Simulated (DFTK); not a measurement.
# HfC under changes of volume

One of the cells (12.568 Å³/atom); the others are scaled copies at fixed shape and fractional positions:

```
Hf C
1.0
     0.00000    2.32500    2.32500
     2.32500    0.00000    2.32500
     2.32500    2.32500    0.00000
Hf C
1 1
Direct
  0.50000 0.50000 0.50000
  0.00000 0.00000 0.00000
```

| Property | Result |
| --- | --- |
| Program | DFTK 0.8.2 |
| Functional | PBE |
| Potentials or basis | dojo.nc.sr.pbe.v0_4_1.standard.upf (PBE) |
| Cutoff | 1116 eV |
| k mesh | 10 × 10 × 10 |
| Occupations | fermi-dirac, width 0.05 eV |
| Spin | no spin polarisation |

```tsv
volume (Å³/atom)	energy over the lowest point (meV/atom)	pressure (GPa)
11.814	?	?
12.065	17.48	11.0
12.317	4.59	5.4
12.568	0.00	0.4
12.819	2.91	-4.1
13.071	12.59	-8.2
13.322	28.41	-12.0
```

Q: What does the run at 11.814 Å³/atom give?

A: Energy over the lowest point 39.54 meV/atom; pressure 17.1 GPa.

Worked out: A Birch-Murnaghan fit of order 3 (a polynomial in V^(-2/3)) to the other rows has its minimum at 12.59 Å³/atom with B0 = V·E''(V) = 237 GPa and B' = 4.0. It gives 39.45 meV/atom at 11.814 Å³/atom, against the run's 39.54, and -dE/dV = 17.1 GPa, against 17.1.

Energies are extrapolated to zero smearing.
